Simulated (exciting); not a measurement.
C:

```
C
1.0
     0.00000    1.78337    1.78337
     1.78337    0.00000    1.78337
     1.78337    1.78337    0.00000
C
2
Direct
  0.75000 0.75000 0.75000
  0.50000 0.50000 0.50000
```

This isn't the form of C at room conditions, which is graphite.

Base run:

```yaml
Program: exciting (release sodium)
Functional: LDA
Potentials_or_basis: all-electron LAPW+lo, shipped species files, valence relativity iora*
rgkmax: 7.5
k_mesh: 13 × 13 × 13
Occupations: fermi-dirac, width 0.05 eV
Spin: no spin polarisation
```

Its results: band gap on the k mesh 4.11 eV, indirect (least direct gap 5.55 eV).

After a change of settings the same cell gave: band gap on the k mesh 4.47 eV, indirect (least direct gap 5.74 eV). Which change was it?
A. functional from LDA to PBE
B. functional from LDA to revPBE
C. functional from LDA to BLYP
D. functional from LDA to PBEsol

C.

Not every run made on this cell is shown here.
